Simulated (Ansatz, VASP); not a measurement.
# One calculation of CaF2 (Fluorite), two programs

```
CELL_PARAMETERS angstrom
0.00000 2.71041 2.71041
2.71041 0.00000 2.71041
2.71041 2.71041 0.00000
ATOMIC_POSITIONS crystal
Ca 0.00000 0.00000 0.00000
F 0.25000 0.25000 0.25000
F 0.75000 0.75000 0.75000
```

Alike in both runs: functional PBEsol; k mesh 8 × 8 × 8; occupations gaussian, width 0.02 eV; no spin polarisation.

Ansatz relaxed the structure, and its values are those at the end. VASP's run is a single point on that final structure, the one shown.

```csv
,VASP,Ansatz
version,VASP 6.6.1,Ansatz 0.2.0
potentials or method,"VASP PAW PBE potentials, release 64 (Ca_sv, F)","scalar-relativistic, plane waves, PAW"
plane-wave cutoff (eV),520,420
valence electrons in the cell,24,24
```

|  | VASP | Ansatz | Ansatz less VASP |
| --- | --- | --- | --- |
| gap on the k mesh at the Fermi level (eV) | 7.22 | 7.25 | +0.025 |
| least direct gap on the mesh (eV) | 7.48 | 7.51 | +0.023 |
| pressure (GPa) | 0.2 | 0.0 | -0.26 |

Caveats: the PAW data sets were made with another functional, which shifts forces and pressure a little (VASP). A k mesh can miss the band edges.
